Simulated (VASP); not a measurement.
## A VASP 6.6.1 single-point calculation on MgO

INCAR

```
LREAL = .FALSE.
ISIF = 2
ALGO = Normal
ISMEAR = 1
PREC = Accurate
METAGGA = R2SCAN
LCHARG = .FALSE.
LWAVE = .FALSE.
NSW = 0
ENCUT = 520
LASPH = .TRUE.
NELM = 87
SIGMA = 0.4
EDIFF = 1E-7
NBANDS = 11
IBRION = -1
```

KPOINTS

```
KPOINTS created by Atomic Simulation Environment
0
Gamma
10 10 10
0 0 0
```

POSCAR

```
Mg O
 1.0000000000000000
     0.0000000000000000    2.1231890895999999    2.1231890895999999
     2.1231890895999999    0.0000000000000000    2.1231890895999999
     2.1231890895999999    2.1231890895999999    0.0000000000000000
 Mg  O
   1   1
Cartesian
  0.0000000000000000  0.0000000000000000  0.0000000000000000
  2.1231890895999994  2.1231890895999994  2.1231890895999994
```

The recommended PBE PAW datasets give the neutral cell 8 valence electrons.

Command

```
mpirun -np 1 vasp_std
```

OSZICAR

```
N       E                     dE             d eps       ncg     rms          rms(c)
DAV:   1     0.680663024285E+01    0.68066E+01   -0.47811E+03  1194   0.670E+02
DAV:   2    -0.193294482664E+02   -0.26136E+02   -0.25478E+02  1196   0.139E+02
DAV:   3    -0.198444993844E+02   -0.51505E+00   -0.51229E+00  1269   0.167E+01
DAV:   4    -0.198458465211E+02   -0.13471E-02   -0.13471E-02  1136   0.967E-01
DAV:   5    -0.198458515352E+02   -0.50141E-05   -0.50140E-05  1220   0.586E-02    0.678E+00
DAV:   6    -0.160611422010E+02    0.37847E+01   -0.55737E+00  1082   0.127E+01    0.194E+00
DAV:   7    -0.161353642746E+02   -0.74222E-01   -0.21148E-01  1157   0.335E+00    0.144E+00
DAV:   8    -0.161481396566E+02   -0.12775E-01   -0.62894E-02  1079   0.244E+00    0.527E-01
DAV:   9    -0.161448498425E+02    0.32898E-02   -0.99477E-03  1109   0.658E-01    0.150E-01
DAV:  10    -0.161447289372E+02    0.12091E-03   -0.11534E-03  1160   0.243E-01    0.211E-02
DAV:  11    -0.161447489777E+02   -0.20041E-04   -0.11664E-05  1151   0.309E-02    0.655E-03
DAV:  12    -0.161447509112E+02   -0.19335E-05   -0.35030E-07  1181   0.410E-03    0.391E-03
DAV:  13    -0.161447507166E+02    0.19463E-06   -0.10171E-06  1109   0.680E-03    0.960E-05
DAV:  14    -0.161447504641E+02    0.25248E-06   -0.43493E-09   568   0.622E-04    0.125E-04
DAV:  15    -0.161447503857E+02    0.78434E-07   -0.91918E-10   556   0.187E-04
   1 F= -.16144750E+02 E0= -.16149800E+02  d E =0.151483E-01
```

From OUTCAR

```
k-points           NKPTS =     47   k-points in BZ     NKDIM =     47   number of bands    NBANDS=     11

   NELECT =       8.0000    total number of electrons

   dimension x,y,z NGX =    24 NGY =   24 NGZ =   24
   dimension x,y,z NGXF=    48 NGYF=   48 NGZF=   48

  energy-cutoff  :      520.00
  volume of cell :       19.14
      direct lattice vectors                 reciprocal lattice vectors
     0.000000000  2.123189090  2.123189090    -0.235494805  0.235494805  0.235494805
     2.123189090  0.000000000  2.123189090     0.235494805 -0.235494805  0.235494805
     2.123189090  2.123189090  0.000000000     0.235494805  0.235494805 -0.235494805

 k-points in reciprocal lattice and weights: KPOINTS created by Atomic Simulation Env
   0.00000000  0.00000000  0.00000000       0.001
   0.10000000  0.00000000  0.00000000       0.008
   0.20000000  0.00000000  0.00000000       0.008
   0.30000000  0.00000000  0.00000000       0.008
   0.40000000  0.00000000  0.00000000       0.008
   0.50000000  0.00000000  0.00000000       0.004
   0.10000000  0.10000000  0.00000000       0.006
   0.20000000  0.10000000  0.00000000       0.024
   ...

 E-fermi :   2.6375

 k-point     1 :       0.0000    0.0000    0.0000
  band No.  band energies     occupation
      1     -15.4810      2.00000
      2       2.5970      1.17030
      3       2.5970      1.17029
      4       2.5970      1.17029
      5       7.9601     -0.00000
      6      19.2885      0.00000
      7      19.2885      0.00000
      8      19.2885      0.00000
      9      23.3658      0.00000
     10      25.1063      0.00000
     11      25.1063      0.00000

 k-point     2 :       0.1000    0.0000    0.0000
  band No.  band energies     occupation
      1     -15.3816      2.00000
      2       1.9750      2.04099
      3       2.5305      1.43512
      4       2.5305      1.43511
      5       8.5756     -0.00000
      6      18.0527      0.00000
      7      19.5317      0.00000
      8      19.5317      0.00000
      9      24.3530      0.00000
     10      24.3530      0.00000
     11      25.0128      0.00000

 k-point     3 :       0.2000    0.0000    0.0000
  band No.  band energies     occupation
      1     -15.1093      2.00000
      2       0.6847      2.00000
      3       2.3618      1.91208
      4       2.3618      1.91207
      5       9.7907     -0.00000
      6      16.5351      0.00000
      7      20.0165      0.00000
      8      20.0165      0.00000
      9      23.6478      0.00000
     10      23.6478      0.00000
     11      25.9233      0.00000

 k-point     4 :       0.3000    0.0000    0.0000
  band No.  band energies     occupation
      1     -14.7455      2.00000
      2      -0.6142      2.00000
      3       2.1629      2.07044
      4       2.1629      2.07044
      5      10.7773      0.00000
      6      15.8401      0.00000
      7      20.1151      0.00000
      8      20.1151      0.00000
      9      24.1307      0.00000
     10      24.1308      0.00000
     11      25.3256      0.00000

 k-point     5 :       0.4000    0.0000    0.0000
  band No.  band energies     occupation
      1     -14.4234      2.00000
      2      -1.5582      2.00000
      3       2.0090      2.04880
      4       2.0090      2.04880
      5      11.1750      0.00000
      6      15.9370      0.00000
      7      19.8825      0.00000
      8      19.8825      0.00000
      9      24.7848      0.00000
     10      25.4601      0.00000
     11      25.4601      0.00000

 ...

  Total       -0.7079755     -0.7079755     -0.7079755      0.0000000     -0.0000000      0.0000000
  in kB      -59.2560617    -59.2560617    -59.2560617      0.0000000     -0.0000000      0.0000000
  external PRESSURE =     -59.2560617 kB  Pullay stress =       0.0000000 kB

 POSITION                                       TOTAL-FORCE (eV/Angst)
 -----------------------------------------------------------------------------------
      0.00000      0.00000      0.00000        -0.000000     -0.000000     -0.000000
      2.12319      2.12319      2.12319         0.000000      0.000000      0.000000
 -----------------------------------------------------------------------------------
    total drift:                               -0.000000     -0.000000      0.000000

  FREE ENERGIE OF THE ION-ELECTRON SYSTEM (eV)
  ---------------------------------------------------
  free  energy   TOTEN  =       -16.1447503857 eV

  energy  without entropy=      -16.1598986553  energy(sigma->0) =      -16.14979981
```

It converged. Results: gap between bands v and c on the k mesh 5.36 eV; least direct gap on the k mesh 5.36 eV; pressure -5.9 GPa. Band v is the last that the valence electrons fill when counted band by band, and c is the next.

One setting is odd (smearing far too wide), but here it hardly changes the result.

On sound settings r²SCAN gives a gap of 5.36 eV on its mesh and a pressure of -5.8 GPa for the intended cell. This run's energy (σ→0) differs from it by 0 meV an atom.

The run took about 33 s on one core of a shared host (Intel Xeon Platinum 8488C) and held 0.15 GiB at most.
